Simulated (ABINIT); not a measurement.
# ZnS (Wurtzite-2H) (P6_3mc) in ABINIT: band structure with TB-mBJ

Aim: the band structure of ZnS (Wurtzite-2H) with TB-mBJ.

Everything below comes from runs of ABINIT 10.8.3 (patched build). Logs are shortened: lines on timing, memory, paths and dates and some standing lists are left out, and cuts for length are marked. The log counts tension as positive stress, the text compression.

## Step 1: Starting point

Symmetry: P6_3mc, No. 186, hexagonal system. Conventional cell: a = 3.811 Å, b = 3.811 Å, c = 6.234 Å, α = 90.00°, β = 90.00°, γ = 120.00°. Zn (site symmetry 3m) has 4 S at 2.31 to 2.40 Å as nearest neighbours. Around S (site symmetry 3m) lie 4 Zn at 2.31 to 2.40 Å.

## Step 2: Band structure, TB-mBJ

Input file run.abi:

```
# Datasets: ground state, then fixed potential
ndtset 2

# Pseudopotentials
pp_dirpath "./"
pseudos "Zn.hgh, S.hgh"

# Structure
acell 3.811 3.811 6.234 Angstrom
rprim
     1.0000000000     0.0000000000     0.0000000000
    -0.5000000000     0.8660254038     0.0000000000
     0.0000000000     0.0000000000     1.0000000000
ntypat 2
znucl 30 16
natom 4
typat 1 1 2 2
xred
     0.6666666667     0.3333333333     0.5000000000
     0.3333333333     0.6666666667     0.0000000000
     0.6666666667     0.3333333333     0.8850000000
     0.3333333333     0.6666666667     0.3850000000

# Plane-wave basis
ecut 34.0

# Exchange and correlation
ixc -208012
usekden 1

# Bands and occupations
occopt 3
tsmear 0.00183747

# SCF cycle
nstep 100
diemix 0.3
optforces 0
optstress 0

# Output
iomode 3
prtwf 0
prteig 0
prtebands 0
prtden1 1
prtkden1 1

# Dataset 1
kptopt1 1
ngkpt1 5 5 3
nshiftk1 1
shiftk1 0.0 0.0 0.0
nband1 12
tolvrs1 1.0e-9

# Dataset 2: bands along G-M-K-G-A-L-H-A
iscf2 -2
getden2 1
getkden2 1
nband2 18
nbdbuf2 4
tolwfr2 1.0e-11
kptopt2 -7
ndivsm2 5
prteig2 1
prtvol2 -3
kptbounds2
     0.0000000000     0.0000000000     0.0000000000
     0.5000000000     0.0000000000     0.0000000000
     0.3333333333     0.3333333333     0.0000000000
     0.0000000000     0.0000000000     0.0000000000
     0.0000000000     0.0000000000     0.5000000000
     0.5000000000     0.0000000000     0.5000000000
     0.3333333333     0.3333333333     0.5000000000
     0.0000000000     0.0000000000     0.5000000000
```

Potentials or basis: HGH LDA.

Command:

```console
abinit run.abi > log 2>&1
```

run.abo:

```text
.Version 10.8.3 of ABINIT
 DATASET    1 : space group P6_3 m c (#186); Bravais hP (primitive hexag.)
================================================================================
 Values of the parameters that define the memory need for DATASET  1.
     intxc =       0    ionmov =       0      iscf =       7    lmnmax =       6
     lnmax =       6     mgfft =      64  mpssoang =       3    mqgrid =    3093
     natom =       4  nloc_mem =       1    nspden =       1   nspinor =       1
    nsppol =       1      nsym =      12    n1xccc =       0    ntypat =       2
    occopt =       3   xclevel =       2
       mpw =        5040          nfft =      102400          nkpt =          10
================================================================================
================================================================================

 DATASET    2 : space group P6_3 m c (#186); Bravais hP (primitive hexag.)
================================================================================
 Values of the parameters that define the memory need for DATASET  2.
     intxc =       0    ionmov =       0      iscf =      -2    lmnmax =       6
     lnmax =       6     mgfft =      64  mpssoang =       3    mqgrid =    3093
     natom =       4  nloc_mem =       1    nspden =       1   nspinor =       1
    nsppol =       1      nsym =      12    n1xccc =       0    ntypat =       2
    occopt =       3   xclevel =       2
       mpw =        5050          nfft =      102400          nkpt =          56
================================================================================
================================================================================

--------------------------------------------------------------------------------
------------- Echo of variables that govern the present computation ------------
--------------------------------------------------------------------------------
 -outvars: echo values of preprocessed input variables --------
            acell      7.2017462658E+00  7.2017462658E+00  1.1780552669E+01 Bohr
              amu      6.53900000E+01  3.20660000E+01
           diemix      3.00000000E-01
             ecut      3.40000000E+01 Hartree
           getden1          0
           getden2          1
          getkden1          0
          getkden2          1
             iscf1          7
             iscf2         -2
              ixc     -208012
           jdtset        1    2
           kptopt1          1
           kptopt2         -7
         kptrlatt        5    0    0      0    5    0      0    0    3
          kptrlen1     3.53416580E+01
          kptrlen2     3.00000000E+01
            natom           4
            nband1         12
            nband2         18
           nbdbuf1          0
           nbdbuf2          4
           ndtset           2
           ndivsm1          0
           ndivsm2          5
            ngfft          40      40      64
             nkpt1         10
             nkpt2         56
            nstep         100
             nsym          12
           ntypat           2
           occopt           3
        optforces           0
        optstress           0
        prtebands           0
           prteig1          0
           prteig2          1
          prtkden           1
           prtvol1          0
           prtvol2         -3
            prtwf           0
            rprim      1.0000000000E+00  0.0000000000E+00  0.0000000000E+00
                      -5.0000000000E-01  8.6602540380E-01  0.0000000000E+00
                       0.0000000000E+00  0.0000000000E+00  1.0000000000E+00
           shiftk1     0.00000000E+00  0.00000000E+00  0.00000000E+00
           shiftk2     5.00000000E-01  5.00000000E-01  5.00000000E-01
          spgroup         186
           tolvrs1     1.00000000E-09
           tolvrs2     0.00000000E+00
           tolwfr1     0.00000000E+00
           tolwfr2     1.00000000E-11
           tsmear      1.83747000E-03 Hartree
            typat      1  1  2  2
          usekden           1
           xangst      1.9055000000E+00  1.1001409380E+00  3.1170000000E+00
                      -5.2505983965E-16  2.2002818759E+00  0.0000000000E+00
                       1.9055000000E+00  1.1001409380E+00  5.5170900000E+00
[... 587 lines left out ...]
  6.72E-12  8.06E-12  4.23E-12  6.72E-12  8.03E-12  2.59E-12  2.93E-12  6.91E-12
  1.73E-07  1.84E-07
 -3.6911E-01 -3.6911E-01 -2.2243E-02 -2.2243E-02  4.5599E-02  4.5599E-02
  4.8106E-02  4.8106E-02  2.7047E-01  2.7047E-01  3.5409E-01  3.5409E-01
  3.6476E-01  3.6476E-01  3.8104E-01  3.8104E-01  5.2817E-01  5.2835E-01
 Non-SCF case, kpt   56 (  0.00000  0.00000  0.50000), residuals and eigenvalues=
  4.42E-12  6.06E-12  3.49E-12  5.53E-12  2.69E-12  2.07E-12  3.80E-12  6.39E-12
  2.80E-12  4.30E-12  3.74E-12  5.41E-12  6.10E-12  5.68E-12  1.06E-11  7.42E-12
  1.90E-10  6.05E-09
 -3.6972E-01 -3.6972E-01 -2.1935E-02 -2.1935E-02  4.9179E-02  4.9179E-02
  4.9179E-02  4.9179E-02  2.6577E-01  2.6577E-01  3.6186E-01  3.6186E-01
  3.6186E-01  3.6186E-01  3.7683E-01  3.7683E-01  5.3003E-01  5.3003E-01

Result for kinetic energy density :

--------------------------------------------------------------------------------
 Total kinetic energy density [Ha/Bohr^3]
)     Maximum=    2.8799E-01  at reduced coord.    0.7500    0.3750    0.8906
)     Minimum=    6.2715E-04  at reduced coord.    0.0000    0.0000    0.1719
   Integrated=    9.0477E+00
--------------------------------------------------------------------------------

--- !ResultsGS
iteration_state: {dtset: 2, }
comment   : Summary of ground state results
lattice_vectors:
- [  7.2017463,   0.0000000,   0.0000000, ]
- [ -3.6008731,   6.2368952,   0.0000000, ]
- [  0.0000000,   0.0000000,  11.7805527, ]
lattice_lengths: [   7.20175,    7.20175,   11.78055, ]
lattice_angles: [ 90.000,  90.000, 120.000, ] # degrees, (23, 13, 12)
lattice_volume:   5.2914163E+02
convergence: {deltae:  0.000E+00, res2:  0.000E+00, residm:  9.991E-12, diffor:  0.000E+00, }
etotal    :  -1.80848173E+01
entropy   :   0.00000000E+00
fermie    :   1.59908720E-01
cartesian_stress_tensor: null
pressure_GPa: null
xred      :
- [  6.6667E-01,   3.3333E-01,   5.0000E-01, Zn]
- [  3.3333E-01,   6.6667E-01,   0.0000E+00, Zn]
- [  6.6667E-01,   3.3333E-01,   8.8500E-01,  S]
- [  3.3333E-01,   6.6667E-01,   3.8500E-01,  S]
cartesian_forces: null
force_length_stats: {min: null, max: null, mean: null, }
...

 Integrated electronic density in atomic spheres:
 ------------------------------------------------
 Atom  Sphere_radius  Integrated_density
    1        2.00000          0.56356390
    2        2.00000          0.56356390
    3        2.00000          4.02593546
    4        2.00000          4.02593546
================================================================================

 ----iterations are completed or convergence reached----

 Mean square residual over all n,k,spin=   52.656E-13; max=  99.913E-13
 reduced coordinates (array xred) for    4 atoms
       0.666666666667      0.333333333333      0.500000000000
       0.333333333333      0.666666666667      0.000000000000
       0.666666666667      0.333333333333      0.885000000000
       0.333333333333      0.666666666667      0.385000000000

 cartesian coordinates (angstrom) at end:
    1      1.90550000000000     1.10014093796060     3.11700000000000
    2     -0.00000000000000     2.20028187592120     0.00000000000000
    3      1.90550000000000     1.10014093796060     5.51709000000000
    4     -0.00000000000000     2.20028187592120     2.40009000000000
 length scales=  7.201746265835  7.201746265835 11.780552668909 bohr
              =  3.811000000000  3.811000000000  6.234000000000 angstroms
 Eigenvalues (hartree) for nkpt=  56  k points:
 kpt#   1, nband= 18, wtk=  1.00000, kpt=  0.0000  0.0000  0.0000 (reduced coord)
  -0.38578   -0.34849   -0.08988    0.03721    0.03721    0.06222    0.06222    0.06838
   0.22943    0.24239    0.34821    0.34821    0.35996    0.39310    0.39310    0.46105
   0.46105    0.47728
 kpt#   2, nband= 18, wtk=  1.00000, kpt=  0.0556  0.0000  0.0000 (reduced coord)
  -0.38501   -0.34798   -0.08895    0.03187    0.03574    0.05661    0.06144    0.06768
   0.23468    0.24783    0.34470    0.35098    0.36262    0.39125    0.39662    0.45270
   0.45842    0.47049
 kpt#   3, nband= 18, wtk=  1.00000, kpt=  0.1111  0.0000  0.0000 (reduced coord)
  -0.38270   -0.34653   -0.08623    0.01785    0.03168    0.04204    0.05916    0.06554
   0.24777    0.26105    0.33792    0.35862    0.36799    0.38833    0.40688    0.43203
   0.45281    0.46013
 kpt#   4, nband= 18, wtk=  1.00000, kpt=  0.1667  0.0000  0.0000 (reduced coord)
  -0.37898   -0.34430   -0.08199   -0.00070    0.02266    0.02589    0.05564    0.06186
   0.26335    0.27342    0.33564    0.36727    0.36886    0.39489    0.41091    0.42295
   0.44926    0.45040
 kpt#   5, nband= 18, wtk=  1.00000, kpt=  0.2222  0.0000  0.0000 (reduced coord)
[... 193 lines left out ...]
   0.29741    0.29741    0.32893    0.32893    0.37957    0.37957    0.39135    0.39135
   0.51585    0.51665
 kpt#  54, nband= 18, wtk=  1.00000, kpt=  0.0606  0.0606  0.5000 (reduced coord)
  -0.36732   -0.36732   -0.02364   -0.02364    0.03675    0.03675    0.04490    0.04490
   0.28258    0.28258    0.34101    0.34101    0.37325    0.37325    0.38449    0.38449
   0.52351    0.52589
 kpt#  55, nband= 18, wtk=  1.00000, kpt=  0.0303  0.0303  0.5000 (reduced coord)
  -0.36911   -0.36911   -0.02224   -0.02224    0.04560    0.04560    0.04811    0.04811
   0.27047    0.27047    0.35409    0.35409    0.36476    0.36476    0.38104    0.38104
   0.52817    0.52835
 kpt#  56, nband= 18, wtk=  1.00000, kpt=  0.0000  0.0000  0.5000 (reduced coord)
  -0.36972   -0.36972   -0.02194   -0.02194    0.04918    0.04918    0.04918    0.04918
   0.26577    0.26577    0.36186    0.36186    0.36186    0.36186    0.37683    0.37683
   0.53003    0.53003

== END DATASET(S) ==============================================================
================================================================================

 -outvars: echo values of variables after computation  --------
            acell      7.2017462658E+00  7.2017462658E+00  1.1780552669E+01 Bohr
           etotal1    -1.8084817330E+01
            fcart1     9.9999999999E+99  9.9999999999E+99  9.9999999999E+99
                       9.9999999999E+99  9.9999999999E+99  9.9999999999E+99
                       9.9999999999E+99  9.9999999999E+99  9.9999999999E+99
                       9.9999999999E+99  9.9999999999E+99  9.9999999999E+99
            rprim      1.0000000000E+00  0.0000000000E+00  0.0000000000E+00
                      -5.0000000000E-01  8.6602540380E-01  0.0000000000E+00
                       0.0000000000E+00  0.0000000000E+00  1.0000000000E+00
           strten1     9.9999999999E+99  9.9999999999E+99  9.9999999999E+99
                       9.9999999999E+99  9.9999999999E+99  9.9999999999E+99
           xangst      1.9055000000E+00  1.1001409380E+00  3.1170000000E+00
                      -5.2505983965E-16  2.2002818759E+00  0.0000000000E+00
                       1.9055000000E+00  1.1001409380E+00  5.5170900000E+00
                      -5.2505983965E-16  2.2002818759E+00  2.4000900000E+00
             xred      6.6666666667E-01  3.3333333333E-01  5.0000000000E-01
                       3.3333333333E-01  6.6666666667E-01  0.0000000000E+00
                       6.6666666667E-01  3.3333333333E-01  8.8500000000E-01
                       3.3333333333E-01  6.6666666667E-01  3.8500000000E-01
 Calculation completed.
```

It took 10 min on 1 thread of AMD EPYC, shared host; peak memory 0.16 GiB.

What came out:

| Item | Value |
| --- | --- |
| Band gap on the k mesh | 4.38 eV, direct |
| Band gap along the path | 4.38 eV, direct |
| Valence electrons inside the program's atomic spheres | Zn 0.56; S 4.03 |

Levels at the corners of the path, in eV from the valence-band top:
```
point  band 4  band 5  band 6  band 7  band 8  band 9  band 10  band 11  band 12  band 13
    Γ   -0.85   -0.85   -0.17   -0.17    0.00    4.38     4.74     7.61     7.61     7.93
    M   -3.67   -2.60   -1.88   -1.26   -0.86    5.03     5.95     6.44     8.29     9.06
    K   -3.67   -3.25   -1.95   -1.83   -1.83    5.87     7.60     7.60     8.83     9.04
    Γ   -0.85   -0.85   -0.17   -0.17    0.00    4.38     4.74     7.61     7.61     7.93
    A   -2.46   -0.52   -0.52   -0.52   -0.52    5.37     5.37     7.99     7.99     7.99
    L   -4.33   -1.42   -1.42   -1.24   -1.24    5.17     5.17     6.45     6.45    10.18
    H   -4.10   -2.68   -2.68   -0.98   -0.98    6.03     6.03     7.78     7.78     8.94
    A   -2.46   -0.52   -0.52   -0.52   -0.52    5.37     5.37     7.99     7.99     7.99
```

Caveat: the constant c of TB-mBJ comes from the pseudo density here, which moves gaps by up to 0.3 eV between sets of potentials; the potentials were made for another functional, which shifts forces and pressure; HGH potentials are hard and often keep d shells in the core, so these values are rough.
